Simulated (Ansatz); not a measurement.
# KBr in Ansatz: the effect of exact exchange

Crystal: KBr.

```
CELL_PARAMETERS angstrom
0.00000 3.30000 3.30000
3.30000 0.00000 3.30000
3.30000 3.30000 0.00000
ATOMIC_POSITIONS crystal
Br 0.50000 0.50000 0.50000
K 0.00000 0.00000 0.00000
```

Alike in all runs:

```yaml
Program: Ansatz 0.2.0
Task: single point
Functional: HSE(alpha, omega)
Potentials_or_basis: all-electron PAW datasets made for the crystal
Cutoff: 220 eV (chosen from the basis error)
k_mesh: 4 × 4 × 4
Occupations: fermi-dirac, width 0.05 eV
Spin: no spin polarisation
```

```tsv
exact exchange	gap on the mesh (eV)	pressure (GPa)
0.05	4.67	0.7
0.1	4.91	0.6
0.15	5.14	0.6
0.2	5.38	0.5
0.25	5.63	0.5
0.3	?	?
0.4	6.36	0.3
0.5	6.86	0.2
```

Task: What does the run with exact exchange 0.3 give?

Result: gap on the mesh 5.87 eV; pressure 0.4 GPa.

Worked out: A straight line through the other rows of the gap on the mesh, of slope 4.87 eV per unit of exact exchange, gives 5.88 eV, against the run's 5.87. A straight line through the other rows of the pressure, of slope -1.08 GPa per unit of exact exchange, gives 0.4 GPa, against the run's 0.4.

